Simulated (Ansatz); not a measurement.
The same path of a periodic cell of 63 atoms, Si62Ge (host Si, host structure diamond, dopant Ge, one Si atom removed), cell charge -2 was run twice with different band settings. Lost on the way: Ge44–Si45, Ge44–Si55, Ge44–Si63. Made: Si37–Ge44, Si38–Ge44, Ge44–Si56.

Method: Ansatz, DFT PBEsol, scalar-relativistic, plane waves, PAW. Settings: PAW set soft_1, cutoff 420 eV, k mesh 1x1x1, gaussian smearing 0.05 eV, no spin polarisation.

Relaxed end points:

```xyz
63
Lattice="10.8600 0.0000 0.0000 0.0000 10.8600 0.0000 0.0000 0.0000 10.8600" Properties=species:S:1:pos:R:3
Si 5.393 0.031 -0.088
Si 6.755 1.348 1.326
Si 8.197 2.684 0.011
Si 9.517 4.094 1.358
Si 8.095 -0.003 2.703
Si 9.504 1.357 4.048
Si 0.026 -0.010 -0.004
Si 1.362 1.356 1.366
Si 2.741 2.691 0.012
Si 4.070 4.097 1.357
Si 5.439 5.440 -0.022
Si 6.781 6.785 1.362
Si 8.165 8.130 0.020
Si 9.500 9.535 1.364
Si 2.720 0.004 2.713
Si 4.073 1.345 4.084
Si 5.423 2.741 2.706
Si 6.802 4.048 4.102
Si 8.123 5.428 2.712
Si 9.509 6.784 4.053
Si 5.439 -0.001 5.436
Si 6.798 1.354 6.796
Si 8.173 2.695 5.450
Si 9.518 4.091 6.782
Si 8.163 0.007 8.139
Si 9.565 1.347 9.457
Si -0.003 5.440 -0.032
Si 1.342 6.770 1.381
Si 2.747 8.111 0.045
Si 4.093 9.535 1.341
Si 0.008 2.728 2.718
Si 1.375 3.993 4.156
Si 2.672 5.394 2.737
Si 4.059 6.783 4.036
Si 5.438 8.170 2.710
Si 6.814 9.474 4.119
Si 0.061 0.073 5.423
Si 2.728 2.633 5.523
Si 4.080 4.073 6.797
Si 5.425 5.453 5.400
Si 6.766 6.813 6.799
Si 8.202 8.140 5.466
Si 9.571 9.558 6.794
Ge 2.351 0.198 7.903
Si 3.982 1.359 9.398
Si 5.430 2.713 8.148
Si 6.811 4.027 9.535
Si 8.099 5.424 8.140
Si 9.486 6.780 9.465
Si 0.001 8.178 2.724
Si 1.396 9.500 4.111
Si 0.013 5.436 5.419
Si 1.362 6.787 6.793
Si 2.745 8.131 5.451
Si 4.016 9.579 6.782
Si 0.052 2.737 8.106
Si 1.398 4.049 9.517
Si 2.721 5.438 8.141
Si 4.088 6.807 9.477
Si 5.414 8.222 8.130
Si 6.816 9.498 9.519
Si 0.018 8.155 8.160
Si 1.378 9.461 9.546
```

```xyz
63
Lattice="10.8600 0.0000 0.0000 0.0000 10.8600 0.0000 0.0000 0.0000 10.8600" Properties=species:S:1:pos:R:3
Si 5.399 -0.017 -0.031
Si 6.777 1.363 1.347
Si 8.146 2.719 -0.011
Si 9.500 4.075 1.366
Si 8.143 0.020 2.713
Si 9.517 1.343 4.087
Si 0.018 0.007 -0.040
Si 1.355 1.360 1.352
Si 2.708 2.697 -0.040
Si 4.063 4.066 1.356
Si 5.423 5.418 -0.007
Si 6.789 6.786 1.359
Si 8.157 8.152 -0.007
Si 9.509 9.512 1.356
Si 2.710 0.005 2.709
Si 4.063 1.357 4.065
Si 5.419 2.719 2.716
Si 6.796 4.075 4.070
Si 8.142 5.433 2.712
Si 9.500 6.779 4.070
Si 5.390 0.007 5.448
Si 6.782 1.360 6.785
Si 8.160 2.718 5.427
Si 9.517 4.058 6.802
Si 8.139 0.005 8.140
Si 9.495 1.357 9.493
Si -0.004 5.429 -0.011
Si 1.352 6.798 1.347
Si 2.732 8.176 -0.031
Si 4.067 9.508 1.365
Si -0.003 2.718 2.730
Si 1.372 4.058 4.087
Si 2.695 5.432 2.713
Si 4.063 6.789 4.079
Si 5.423 8.152 2.727
Si 6.786 9.512 4.079
Si 0.013 -0.028 5.443
Si 2.743 2.702 5.443
Si 4.063 4.080 6.788
Si 5.419 5.429 5.426
Si 6.777 6.798 6.782
Si 8.146 8.156 5.426
Si 9.495 9.512 6.788
Ge 1.562 1.153 6.992
Si 4.011 1.290 9.441
Si 5.390 2.697 8.138
Si 6.786 4.066 9.493
Si 8.143 5.432 8.125
Si 9.509 6.789 9.493
Si -0.004 8.156 2.716
Si 1.358 9.512 4.065
Si -0.003 5.415 5.427
Si 1.355 6.793 6.785
Si 2.708 8.185 5.448
Si 4.011 9.564 6.855
Si 0.013 2.702 8.173
Si 1.358 4.080 9.493
Si 2.710 5.436 8.140
Si 4.067 6.780 9.497
Si 5.399 8.176 8.162
Si 6.795 9.508 9.497
Si 0.018 8.185 8.138
Si 1.425 9.564 9.441
```

Common settings: movable images 3; climbing image yes; force threshold 0.05 eV/Å; end points relaxed.

| run | spring | optimiser | start path | iteration limit |
| --- | --- | --- | --- | --- |
| 1 | 2.0 to 10.0 eV/Å², energy-weighted | quadratic models (default) | IDPP | 80 |
| 2 | 50.0 eV/Å² | fire | default | 50 |

**Question.** What does each run give, and how far can it be trusted?

**Answer.** Run 1: converged after 24 iterations, highest image 0.041 eV above the first end. By the program's own check the climbing image is of a kind that is not told: the force calls were inconclusive, a negative curvature could not be distinguished from the path's own, the only one lies far off the path, or fixed occupations may fill a level only in part (lowest curvatures found: -0.01 and 0.75 eV/Å²).
Run 2: converged after 31 iterations, highest image 0.085 eV above the first end. A structure lower than the first end lies on the path between it and the top, so the climb from that side starts below the end, which may itself be a saddle point or a shallow side well. The order of the point at the top wasn't checked.
Limits of this set-up: coarse k mesh, PAW files made for another functional, no spin, though dangling bonds at a vacancy may carry it, a typed lattice constant that wasn't relaxed here, charged cell in a uniform background, uncorrected.
